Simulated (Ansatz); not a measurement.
Input and command of a calculation in Ansatz (plane waves; scalar-relativistic PAW potentials unless the input names others):

```yaml
crystal:
  lattice:
    - [0.0, 2.2015871043, 2.2015871043]
    - [2.2015871043, 0.0, 2.2015871043]
    - [2.2015871043, 2.2015871043, 0.0]
  atoms:
    - { symbol: Al, position: [0.0, -0.0454217777, 0.0] }
    - { symbol: "N", position: [0.75, 0.75, 0.75] }
basis:
  ecutwfc: 420
kpoints:
  mp_grid: { grid: [10, 10, 10] }
hamiltonian:
  xc: pbe
scf:
  occupations: { method: tetrahedron_uncorrected }
output:
  forces: true
  eigenvalues: true
  stress: true
```

```bash
ansatz run input.yaml --threads 2 --pin off --max-ram 5120MiB --backend cpu --events-out ev --progress --plain --runs-dir out
```

Abridged log:
```
Pseudopotentials: kind: paw
Pseudopotential: Al, paw, valence charge 3, recommended cutoff 420 eV (normal)
Pseudopotential: N, paw, valence charge 5, recommended cutoff 420 eV (normal)
Functional definition: PBE
Crystal: 2 atoms, lattice volume = 21.342 Å³
Basis set: ecut = 420 eV, 411 PW (Γ), exchange–correlation on 48×48×48 points (8 copies of the dense FFT grid, shifted against one another)
Bands: 8, of which v1, the nominal top of the filled ones, is band 4 counted from 1 (3 counted from 0)
Symmetry: 2 space group operations
Space group: Cm (ITA 8), of the structure as read, at distance tolerance 2.8e-5 Å
k-points: 282 of 1000 (time reversal used)
Initial density: superposition of atomic densities (neutral atoms: chi_scale 0, normalization atom), corrected by the library's trained network
Initial wavefunctions: pseudopotential atomic-orbital guess
Functional: x = pbe(κ = 0.804, μ = 0.21951497), c = pbe(β = 0.06672455)
SCF iter   1: F=—  HF=-924.071918 eV  |F-HF|=—  |Δ(HF+E_count)|=         —  Δρ=8.45e-4  dr2=5.95e-5  ethr=1.77e-3  ⟨swp⟩=5.0  Hψ=16869  notcnv=0
SCF iter   2: F=—  HF=-924.072107 eV  |F-HF|=—  |Δ(HF+E_count)|=   1.89e-4  Δρ=3.88e-4  dr2=1.27e-5  ethr=7.44e-7  ⟨swp⟩=2.2  Hψ=6866  notcnv=0
SCF iter   3: F=—  HF=-924.072153 eV  |F-HF|=—  |Δ(HF+E_count)|=   4.56e-5  Δρ=1.99e-4  dr2=6.04e-6  ethr=1.59e-7  ⟨swp⟩=2.0  Hψ=4424  notcnv=0
SCF iter   4: F=-924.072154 eV  HF=-924.072153 eV  |F-HF|=1.83e-7  |Δ(HF+E_count)|=   7.18e-7  Δρ=2.93e-5  dr2=6.94e-8  ethr=7.55e-8  ⟨swp⟩=2.6  Hψ=4327  notcnv=0
SCF iter   5: F=-924.072154 eV  HF=-924.072154 eV  |F-HF|=6.85e-9  |Δ(HF+E_count)|=   1.92e-7  Δρ=5.56e-6  dr2=2.45e-9  ethr=8.67e-10  ⟨swp⟩=2.0  Hψ=4321  notcnv=0
SCF iter   6: F=-924.072154 eV  HF=-924.072154 eV  |F-HF|=2.98e-10  |Δ(HF+E_count)|=   7.12e-9  Δρ=1.22e-6  dr2=1.06e-10  ethr=3.06e-11  ⟨swp⟩=1.5  Hψ=7898  notcnv=0
SCF 1 converged in 6 iterations: F = -924.072154 eV  dr2 = 1.06e-10
SCF converged after 6 iterations
Free energy (F): -924.072154 eV
Harris-Foulkes:  -924.072154 eV  (|F-HF|=2.98e-10)
Internal energy: -924.072154 eV  (E = F + TS)
E sigma→0 (E₀):  -924.072154 eV
Fermi energy:    7.068014 eV
--- Forces (eV/Å), atoms counted from 1 ---
  atom   1  Al     1.41290986     0.57560761     1.41290986
  atom   2  N     -1.41291124    -0.57561043    -1.41291124
--- Stress (GPa, compression-positive) ---
        1.702776       6.388213       2.659496
        6.388030       3.554066       6.388030
        2.659496       6.388213       1.702776
  P = ⅓ Tr σ = 2.3199 GPa (23.199 kbar)
```

Apart from outputs and empty bands, the input differs from a reference run on usual settings in scf.occupations.width: 0.05 → not typed; scf.occupations.method: "gaussian" → "tetrahedron_uncorrected". The reference, at the same geometry (not necessarily relaxed), gave pressure 2.32 GPa, largest force 2.079 eV/Å, gap on the mesh 2.95 eV. This run converged in 6 SCF iterations (reference: 6) with an energy at zero smearing within 0.01 meV/atom of the reference's, pressure 2.32 GPa, largest force 2.079 eV/Å, gap on the mesh 2.95 eV.

It took 1.9 s on 2 threads of Intel(R) Xeon(R) Platinum 8488C (Sapphire Rapids), with other jobs on the host, peak memory 0.38 GiB.